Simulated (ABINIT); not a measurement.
Crystal: PtS2.

```
Pt S
1.0
     3.54320    0.00000    0.00000
    -1.77160    3.06850    0.00000
     0.00000    0.00000    5.03880
Pt S
1 2
Direct
  0.00000 0.00000 0.00000
  0.66667 0.33333 0.77300
  0.33333 0.66667 0.22700
```

- Program: ABINIT 10.8.3 (patched build)
- Task: relaxation of cell and atoms
- Functional: LDA
- Potentials or basis: PseudoDojo NC SR LDA v0.4 stringent
- Cutoff: 1034 eV
- k mesh: 7 × 7 × 4
- Occupations: fermi-dirac, width 0.05 eV
- Spin: no spin polarisation

At the start: pressure 3.4 GPa; volume 18.26 Å³/atom.

Q: How do energy, volume and symmetry change on relaxing?

A: Over 16 steps the energy falls by 31.5 meV/atom and the volume is 16.51 Å³/atom (-9.6 %); space group P-3m1 (No. 164, to 0.05 Å).

The path:
```csv
step,energy change (eV),largest force (eV/Å),pressure (GPa),volume (Å³)
1,0.0000,0.7867,3.40,54.78
2,-0.0185,0.5220,1.06,55.35
3,-0.0279,0.2535,-1.01,55.79
4,-0.0315,0.1622,-1.45,55.76
5,-0.0399,0.0127,-1.71,55.26
6,-0.0440,0.0397,-1.07,54.65
7,-0.0465,0.0063,-0.17,54.11
8,-0.0487,0.0621,0.50,53.67
9,-0.0548,0.1714,1.76,52.62
10,-0.0650,0.3046,3.38,50.86
11,-0.0761,0.3808,4.38,48.97
12,-0.0874,0.2562,2.66,48.73
13,-0.0937,0.0178,-0.59,49.97
14,-0.0945,0.0115,0.01,49.52
15,-0.0945,0.0008,0.00,49.53
16,-0.0945,0.0000,0.00,49.53
```

Final structure:
```
Pt S
1.0
     3.56320    0.00000    0.00000
    -1.78160    3.08582    0.00000
     0.00000    0.00000    4.50476
Pt S
1 2
Cartesian
  0.0000 0.0000 0.0000
  1.7816 1.0286 3.3197
  0.0000 2.0572 1.1851
```
